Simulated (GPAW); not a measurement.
## zigzag V chain, bond 2.466 A: from the magnetic state to anisotropy

Aim: the anisotropy of zigzag V chain, bond 2.466 A from the Kohn–Sham states of one collinear run.

Main program and level: GPAW 26.7.0; PBE; plane waves with GPAW's PAW setups, scalar-relativistic.

### 1. Set-up

The cell holds 2 atoms: 2 V. Its edges and angles: a = 12.000 Å, b = 12.000 Å, c = 2.959 Å, α = 90.0°, β = 90.0°, γ = 90.0°. model lattice. Vacuum lies along a and b. The structure's axis is c.

Structure file:

```
V
1.0
    12.00000    0.00000    0.00000
     0.00000   12.00000    0.00000
     0.00000    0.00000    2.95920
V
2
Direct
  0.41780 0.50000 0.00000
  0.58220 0.50000 0.50000
```

### 2. Ground-state run

All later steps read the density of this run.

Input file order2.py:

```python
import json
import numpy as np
from ase import Atoms
from ase.parallel import paropen, parprint
from gpaw import GPAW

atoms = Atoms(['V', 'V'],
    cell=[[12.0, 0.0, 0.0],
         [0.0, 12.0, 0.0],
         [0.0, 0.0, 2.9592]],
    scaled_positions=[[0.4178, 0.5, 0.0],
         [0.5822, 0.5, 0.5]],
    pbc=True,
    magmoms=[1.5, -1.5])
atoms.calc = GPAW(mode={'name': 'pw', 'ecut': 550},
    xc='PBE',
    kpts={'size': (1, 1, 10), 'gamma': True},
    occupations={'name': 'fermi-dirac', 'width': 0.05},
    convergence={'density': 1e-05, 'energy': 1e-05},
    maxiter=200,
    symmetry={'tolerance': 1e-4},
    txt='order2.txt')
e = atoms.get_potential_energy(force_consistent=True)
res = {'free_energy': e, 'energy_sigma0': atoms.get_potential_energy(), 'fermi_energy': atoms.calc.get_fermi_level()}
res['moments'] = atoms.get_magnetic_moments().tolist()
res['total'] = atoms.get_magnetic_moment()
parprint('site moments (muB):', np.round(res['moments'], 3))
parprint(f"total moment: {res['total']:.3f} muB")
parprint(f'free energy: {e:.6f} eV')
atoms.calc.write('order2.gpw')
with paropen('results.json', 'w') as f:
    json.dump(res, f)
```

On the command line:

```sh
OMP_NUM_THREADS=1 python3 order2.py > order2.log
```

What it wrote:

```text
site moments (muB): [ 2.055 -2.055]
total moment: 0.000 muB
free energy: -11.178757 eV

--- order2.txt ---
Input parameters:
  mode=PW(ecut=550),
  convergence={'density': 1e-05, 'energy': 1e-05},
  kpts=MonkhorstPack(size=(1, 1, 10), gamma=True),
  maxiter=200,
  occupations=Occupations(name='fermi-dirac', width=0.05),
  symmetry=Symmetry(tolerance=0.0001),
  xc=XC(name='PBE')

Diagonalizing LCAO Hamiltonian
Converting LCAO to pw mode
        .----------------------------.
       /|                            |
      / |                            |
     /  |                            |
    /   .----------------------------.
   /   /             V              /
  /   /                            /
 *   /                            /
 |  /            V               /
 | /                            /
 |/                            /
 *----------------------------*

Atoms  # Å, Bohr magnetons
|   | symbol |        x |        y |        z |    initial magnetic moments |
|---|--------|----------|----------|----------|-----------------------------|
| 0 |      V | 5.013600 | 6.000000 | 0.000000 | ( 0.0000,  0.0000,  1.5000) |
| 1 |      V | 6.986400 | 6.000000 | 1.479600 | ( 0.0000,  0.0000, -1.5000) |

Unit cell  # Å
| periodic |         x |         y |        z |   lengths |    angles |
|----------|-----------|-----------|----------|-----------|-----------|
|      yes | 12.000000 |  0.000000 | 0.000000 | 12.000000 | 90.000000 |
|      yes |  0.000000 | 12.000000 | 0.000000 | 12.000000 | 90.000000 |
|      yes |  0.000000 |  0.000000 | 2.959200 |  2.959200 | 90.000000 |

Number of symmetries: 4

BZ-sampling:
  Number of BZ points: 10
  Number of IBZ points: 6

  Monkhorst-Pack size: [1, 1, 10]
  Monkhorst-Pack shift: [0.0, 0.0, 0.05]

Plane wave coefficients: 12531
Cutoff: 550.0 eV

Spin-components: 2 (collinear spins)
Bands:           20
Projectors:      12
Spin-degeneracy: 1
Datatype:        complex128

Parallelization:
  kpt:    1
  domain: 1
  band:   1

Density:
  Valence electrons: 26.0
  Components: 2
  Grid points: [70 70 18]
  Charge: 0.0  # |e|

Potential:
  Grid points: [70 70 18]

[... setups left out ...]
Reference energy: -51640.991124  # eV

eigensolver:
  PPCG
  Converge bands: occupied
  niter=2

density mixing:
  MSR1-Mixer
  Pratt-step length: 0.05
  Maximum mixing coefficient: 0.75
  Old densities: 10
  SVD Regularization: 0.005
  Good broyden scale: 1.0
  Trust region scale: 1.0
  Backstep threshold: 4.0
  History deletion threshold: 6.0
  Fourier metric: weight=20.0, sigma=0.015

occupation numbers:
  Fermi-Dirac:
    width: 0.0500  # eV

poisson solver:
  ecut: 4400.0  # eV

xc functional:
  name: PBE with 2 nearest neighbor stencil

convergence criteria:
- Maximum integral of absolute [dens]ity change: 1e-05 electrons / valence electron
- Maximum [total energy] change in last 3 cyles: 1e-05 eV / valence electron
- Maximum integral of absolute [eigenst]ate change: 4e-08 eV^2 / valence electron
maximum number of iterations: 200

SCF iterations
|iter     |      energy | eigst |  dens |  magmom |
|---------|-------------|-------|-------|---------|
|iter:   1|       0s |  -13.452783 | +0.49 |       |  -0.0000|
|iter:   2|       4s |  -12.837512 | -0.81 | -0.84 |  -0.0000|
|iter:   3|       8s |  -11.150318 | +0.05 | -0.89 |  +0.0000|
|iter:   4|      12s |  -11.074831 | -0.88 | -1.18 |  -0.0000|
|iter:   5|      15s |  -11.128852 | -1.32 | -1.28 |  +0.0000|
|iter:   6|      19s |  -11.118759 | -1.92 | -1.45 |  -0.0000|
|iter:   7|      23s |  -11.157952 | -2.00 | -1.61 |  +0.0000|
|iter:   8|      27s |  -11.162931 | -2.08 | -1.71 |  -0.0000|
|iter:   9|      31s |  -11.161198 | -3.04 | -2.06 |  +0.0000|
|iter:  10|      34s |  -11.161287 | -3.69 | -2.76 |  -0.0001|
|iter:  11|      38s |  -11.161563 | -4.23 | -3.19 |  +0.0009|
|iter:  12|      41s |  -11.161296 | -4.55 | -2.47 |  -0.0000|
|iter:  13|      45s |  -11.161297 | -5.28 | -3.46 |  +0.0002|
|iter:  14|      49s |  -11.161306c| -5.92 | -3.81 |  +0.0002|
|iter:  15|      52s |  -11.161307c| -6.47 | -3.99 |  +0.0002|
|iter:  16|      56s |  -11.161306c| -6.99 | -4.46 |  +0.0001|
|iter:  17|      60s |  -11.161306c| -7.38 | -4.83 |  +0.0001|
|iter:  18|      61s |  -11.161306c| -7.61c| -5.07c|  +0.0001|

Converged in 18 steps
Energy contributions relative to reference atoms: (reference = -51640.991124)

Energy contributions:
  Kinetic:         -11.204895
  Coulomb:          12.933568
  Zero:              0.195841
  External:          0.000000
  Xc:              -13.068370
  Entropy:          -0.034901
  Spinorbit:         0.000000
  ----------------------------
  Free energy:     -11.178757
  Extrapolated:    -11.161306

dipole moment: (-0.000005, 0.000000, -6.996658)  # |e|*Ang

Total magnetic moment: (0.000000, 0.000000, 0.000051)

Local magnetic moments
|        x |        y |         z |
|----------|----------|-----------|
| 0.000000 | 0.000000 |  2.054782 |  # V    0
| 0.000000 | 0.000000 | -2.054737 |  # V    1

Fermi level: -2.635
Eigenvalues  # (at kpt = [0.000, 0.000, 0.000])
| band index |      eig [eV] | occ [0-1] |      eig [eV] | occ [0-1] |
|------------|---------------|-----------|---------------|-----------|
|          0 |       -67.162 |     1.000 |       -67.162 |     1.000 |
|        ... |               |           |               |           |
|          4 |       -40.952 |     1.000 |       -40.952 |     1.000 |
|          5 |       -39.022 |     1.000 |       -39.022 |     1.000 |
|          6 |       -38.927 |     1.000 |       -38.927 |     1.000 |
|          7 |       -38.869 |     1.000 |       -38.869 |     1.000 |
|          8 |        -5.837 |     1.000 |        -5.837 |     1.000 |
|          9 |        -4.509 |     1.000 |        -4.509 |     1.000 |
|         10 |        -3.332 |     1.000 |        -3.332 |     1.000 |
|         11 |        -3.115 |     1.000 |        -3.115 |     1.000 |
|         12 |        -2.595 |     0.309 |        -2.595 |     0.309 |
|         13 |        -2.578 |     0.242 |        -2.578 |     0.242 |
|         14 |        -1.889 |     0.000 |        -1.889 |     0.000 |
|         15 |        -1.879 |     0.000 |        -1.879 |     0.000 |
|         16 |        -1.252 |     0.000 |        -1.252 |     0.000 |
|         17 |        -0.746 |     0.000 |        -0.746 |     0.000 |
|         18 |        -0.738 |     0.000 |        -0.738 |     0.000 |
|         19 |        -0.183 |     0.000 |        -0.183 |     0.000 |

No gap
No difference between direct/indirect transitions
```

The job ended after 68 s (1 MPI rank of Intel Xeon Platinum 8375C at 2.90GHz (Ice Lake), shared host; peak memory 0.42 GiB).

This step gave:

| Item | Value |
| --- | --- |
| magnetization | 0 μB |
| final state | antiferromagnetic |
| largest moment | 2.055 μB |

After 18 cycles the largest moment stands at 2.05 μB.

### 3. More states at fixed density

The steps that follow sum over empty states, which the ground-state run does not converge; 24 states a spin are converged here at the frozen density and written with their wave functions.

It starts from the saved density of the lowest of the states tried.

Input file nscf.py:

```python
from gpaw import GPAW

calc = GPAW('order2.gpw').fixed_density(
    kpts={'size': (1, 1, 12), 'gamma': True},
    nbands=28,
    convergence={'bands': 24, 'eigenstates': 1e-9},
    eigensolver='ppcg',
    parallel={'domain': 1},
    txt='nscf.txt')
calc.write('nscf.gpw', mode='all')
```

On the command line:

```sh
OMP_NUM_THREADS=1 python3 nscf.py > nscf.log
```

What it wrote:

```text
Input parameters:
  mode=PW(ecut=550),
  convergence={'bands': 24, 'eigenstates': 1e-09},
  eigensolver=PPCG(niter=2, min_niter=1, max_buffer_mem=209715200, blocksize=None, rr_modulo=5, include_cg=True, promote_inner_dtype=False, tolerances=None),
  gpts=array([70, 70, 18]),
  kpts=MonkhorstPack(size=(1, 1, 12), gamma=True),
  maxiter=200,
  nbands=28,
  occupations=Occupations(name='fermi-dirac', width=0.05),
  parallel={'domain': 1},
  symmetry=Symmetry(tolerance=0.0001),
  xc=XC(name='PBE')
```

The job ended after 1.8 min (1 MPI rank; peak memory 0.47 GiB).

### 4. Energy against the direction of the moments

Spin–orbit coupling is added in the basis of the saved states for each direction of the moments. The change in the band energy is the anisotropy energy, with no new self-consistent run.

Input file anisotropy.py:

```python
import json
import numpy as np
from ase.parallel import paropen, parprint
from gpaw import GPAW
from gpaw.spinorbit import soc_eigenstates

calc = GPAW('nscf.gpw')
angles = [[0.0, 0.0], [90.0, 0.0], [90.0, 90.0]]  # theta, phi in degrees
res = {'rows': []}
for scale in [1.0, 0.5, 2.0]:
    e0 = None
    for theta, phi in angles:
        soc = soc_eigenstates(calc, n2=24, scale=scale, theta=theta, phi=phi)
        e = soc.calculate_band_energy()
        e0 = e if e0 is None else e0
        orbital = soc.get_orbital_magnetic_moments()
        res['rows'].append([scale, theta, phi, 1000 * (e - e0), orbital.tolist()])
        parprint(f'scale {scale} theta {theta:6.1f} phi {phi:6.1f}  dE = {1000 * (e - e0):9.4f} meV  |L| =', np.round(np.linalg.norm(orbital, axis=1), 4))
with paropen('results.json', 'w') as f:
    json.dump(res, f)
```

On the command line:

```sh
OMP_NUM_THREADS=1 python3 anisotropy.py > anisotropy.log
```

What it wrote:

```text
scale 1.0 theta    0.0 phi    0.0  dE =    0.0000 meV  |L| = [0.0384 0.0384]
scale 1.0 theta   90.0 phi    0.0  dE =   -0.1791 meV  |L| = [0.0595 0.0595]
scale 1.0 theta   90.0 phi   90.0  dE =   -0.1260 meV  |L| = [0.027 0.027]
scale 0.5 theta    0.0 phi    0.0  dE =    0.0000 meV  |L| = [0.0191 0.0191]
scale 0.5 theta   90.0 phi    0.0  dE =   -0.0450 meV  |L| = [0.0297 0.0297]
scale 0.5 theta   90.0 phi   90.0  dE =   -0.0319 meV  |L| = [0.0135 0.0135]
scale 2.0 theta    0.0 phi    0.0  dE =    0.0000 meV  |L| = [0.0771 0.0771]
scale 2.0 theta   90.0 phi    0.0  dE =   -0.7095 meV  |L| = [0.1187 0.1187]
scale 2.0 theta   90.0 phi   90.0  dE =   -0.4890 meV  |L| = [0.0539 0.0539]
```

Run time: 3.3 s. Hardware: 1 MPI rank; peak memory 0.23 GiB.

Directions, in the order of the table: z (the chain axis); x; y.

Theta from the Cartesian z axis, phi from x; spin up lies along the direction. Anisotropy, by row:

| spin-orbit scale | theta (degrees) | phi (degrees) | band energy less the first direction's (meV a cell) | orbital moment of atom 1 along the direction (μB) | sum of orbital moments along the direction (μB a cell) |
| --- | --- | --- | --- | --- | --- |
| 1 | 0 | 0 | 0 | -0.03837 | 0 |
| 1 | 90 | 0 | -0.1791 | -0.05946 | 0 |
| 1 | 90 | 90 | -0.126 | -0.027 | 0 |
| 0.5 | 0 | 0 | 0 | -0.01913 | 0 |
| 0.5 | 90 | 0 | -0.045 | -0.02973 | 0 |
| 0.5 | 90 | 90 | -0.03191 | -0.01351 | 0 |
| 2 | 0 | 0 | 0 | -0.07713 | 0 |
| 2 | 90 | 0 | -0.7095 | -0.1187 | 0 |
| 2 | 90 | 90 | -0.489 | -0.0539 | 0 |

### 5. What came out

```yaml
state: antiferromagnetic
largest_site_moment: 2.05 μB
spread_of_the_directions_energies: 0.179 meV a cell
easiest_direction_tried: x
```

What this shows: About the antiferromagnetic state the directions differ by 0.179 meV a cell, with x easiest. The anisotropy comes from the force theorem at a frozen potential; it needs a check on a finer mesh, and shape anisotropy is not in it. Doubling the coupling multiplies the difference between the first two directions by 4.0; second-order perturbation theory gives 4.

[Logs and program files are shortened in this print: banners, set-up blocks, solver, clock and traceback lines can be left out without a mark of their own.]

[Logs are printed without paths, hosts, clocks, repeated set-up lines and the standing remarks that a program may print on its own settings, such as how far it seeks lower states.]

[Hosts, paths, dates, database ids (printed as entryN), source tags and the programs' standing remarks are cut or masked in the printed files.]

[Where a cell is said to come from a database of computed structures, the database is the Materials Project.]
